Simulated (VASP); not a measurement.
## MoSe2: relaxation of shape and atoms at fixed volume with PBEsol

MoSe2:

```
Mo Se
1.0
     3.20410    0.00000    0.00000
    -1.60205    2.77483    0.00000
     0.00000    0.00000   12.87169
Mo Se
2 4
Direct
  0.33333 0.66667 0.25000
  0.66667 0.33333 0.75000
  0.33333 0.66667 0.62318
  0.66667 0.33333 0.12318
  0.33333 0.66667 0.87682
  0.66667 0.33333 0.37682
```

The cell isn't the ideal one: a relaxed cell with its volume scaled by 0.94.

* Program: VASP 6.6.1
* Task: relaxation of shape and atoms at fixed volume
* Functional: PBEsol
* Potentials or basis: VASP PAW PBE potentials, release 64 (Mo_sv, Se)
* Cutoff: 600 eV
* k mesh: 9 × 9 × 2
* Occupations: gaussian, width 0.03 eV
* Spin: no spin polarisation
* Further INCAR settings: ALGO = Normal; EDIFF = 1e-07; IBRION = 2; EDIFFG = -0.01; NSW = 40; ISIF = 4

```yaml
Energy_gained_by_relaxing: 25.6 meV/atom
Ionic_steps: 8
Pressure_after_relaxing: 2.5 GPa
Band_gap_on_the_k_mesh: 0.76 eV, indirect (least direct gap 1.53 eV)
```

Step by step:
```
step  energy change (eV)  largest force (eV/Å)  pressure (GPa)
   1              0.0000                1.0649            9.36
   2             -0.0989                0.0090            4.26
   3             -0.1000                0.0862            4.71
   4             -0.1400                0.0605            3.65
   5             -0.1537                0.0283            2.68
   6             -0.1537                0.0266            2.64
   7             -0.1537                0.0181            2.44
   8             -0.1538                0.0001            2.52
```

Final structure:
```xyz
6
Lattice="3.2452 0.0000 0.0000 -1.6226 2.8104 0.0000 0.0000 0.0000 12.5480" Properties=species:S:1:pos:R:3 pbc="T T T"
Mo    0.0000    1.8736    3.1370
Mo    1.6226    0.9368    9.4110
Se    0.0000    1.8736    7.7410
Se    1.6226    0.9368    1.4670
Se    0.0000    1.8736   11.0810
Se    1.6226    0.9368    4.8070
```

Levels at points of the mesh, in eV from the valence-band top:
```
           k point  band 22  band 23  band 24  band 25  band 26  band 27  band 28  band 29  band 30  band 31
(0.00, 0.00, 0.00)    -1.51    -1.51    -1.36    -0.62     0.00     2.51     2.51     2.61     2.61     2.65
(0.00, 0.00, 0.50)    -1.55    -1.55    -1.55    -0.16    -0.16     2.52     2.52     2.52     2.52     2.84
```

It took 4.1 min on 2 MPI ranks on AMD EPYC 9R45 96-Core Processor (Zen 5), with other jobs on the host, peak memory 0.31 GiB a rank.

Caveat: the PAW data sets were made with another functional, which shifts forces and pressure a little; an odd mesh through Γ misses points on the zone boundary, where band edges often lie; this functional lacks dispersion, which binds the layers, so the pressure and a relaxed spacing across them are unreliable.
